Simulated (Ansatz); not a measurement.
# TePb: how the settings move a single-point run

How sensitive is a single-point run of TePb to its settings? A reference run comes first, then one run with altered input.

Method: reference: DFT, PBEsol, PAW with Ansatz's default frozen-core files, scalar-relativistic, in Ansatz 0.2.0.

## Step 1: The starting structure

Symmetry: Pm-3m, No. 221, cubic system. Conventional cell: a = 3.907 Å, b = 3.907 Å, c = 3.907 Å, α = 90.00°, β = 90.00°, γ = 90.00°. Around Te (site symmetry m-3m) lie 8 Pb at 3.38 Å. Pb (site symmetry m-3m) is surrounded by 8 Te at 3.38 Å.

Coordinates:

```cif
data_structure
_symmetry_space_group_name_H-M 'Pm-3m'
_symmetry_Int_Tables_number 221
_cell_length_a 3.9072
_cell_length_b 3.9072
_cell_length_c 3.9072
_cell_angle_alpha 90.000
_cell_angle_beta 90.000
_cell_angle_gamma 90.000
_cell_volume 59.65
loop_
_atom_site_label
_atom_site_type_symbol
_atom_site_symmetry_multiplicity
_atom_site_Wyckoff_symbol
_atom_site_fract_x
_atom_site_fract_y
_atom_site_fract_z
_atom_site_occupancy
Te1 Te 1 b 0.50000 0.50000 0.50000 1
Pb1 Pb 1 a 0.00000 0.00000 0.00000 1
```

## Step 2: The reference run

input.yaml reads:

```yaml
crystal:
  lattice:
    - [3.9072401056, 0.0, 0.0]
    - [0.0, 3.9072401056, 0.0]
    - [0.0, 0.0, 3.9072401056]
  atoms:
    - { symbol: Te, position: [0.5, 0.5, 0.5] }
    - { symbol: Pb, position: [0.0, 0.0, 0.0] }
kpoints:
  mp_grid: { grid: [10, 10, 10] }
scf:
  occupations: { method: fermi_dirac, width: 0.05 }
hamiltonian:
  xc: pbesol
  pseudopotentials: { kind: paw }
output:
  forces: true
  stress: true
  eigenvalues: true
  efg: { contact_densities: true }
  populations: true
```

Launch:

```
$ ansatz run input.yaml --threads 1 --pin off --max-ram 2048MiB --backend cpu --events-out ev --progress --plain --runs-dir out
```

## Step 3: Changing settings: mp_grid.grid [15, 15, 15]

input.yaml: that of step 2 with these lines changed.

```diff
@@ -9,3 +9,3 @@
 kpoints:
-  mp_grid: { grid: [10, 10, 10] }
+  mp_grid: { grid: [15, 15, 15] }
 scf:
```

Q: Predict the outcome of this session. Wanted: for each run, ending; energy change; pressure; gap; force.

**Answer**, as computed:

```
                         run     ending  energy change  pressure (GPa)  gap (eV)  force (eV/Å)  cycles   time
                   reference  converged              0             0.0      0.00          0.00       7  5.9 s
1: mp_grid.grid [15, 15, 15]  converged  +1.7 meV/atom             0.1      0.00          0.00       7  9.2 s
```

Residual by cycle in the longest SCF loop of each run; runs are numbered as in the table. The quantity is the density residual dr2, in eV.

```
cycle  reference   run 1
    1     0.0135  0.0116
    2    0.00442  0.0037
    3     9.4e-5  8.2e-5
    4     2.2e-5  2.1e-5
    5     1.6e-6  1.2e-6
    6     1.8e-7  1.2e-7
    7     9.0e-9  4.0e-9
```

Changing the k-point mesh moves the energy by +1.7 meV/atom. The energy is not variational in the mesh, so the sign tells nothing. Cost: 9.2 s against 5.9 s. Semilocal functionals close small gaps, so the missing gap need not be the real solid's.
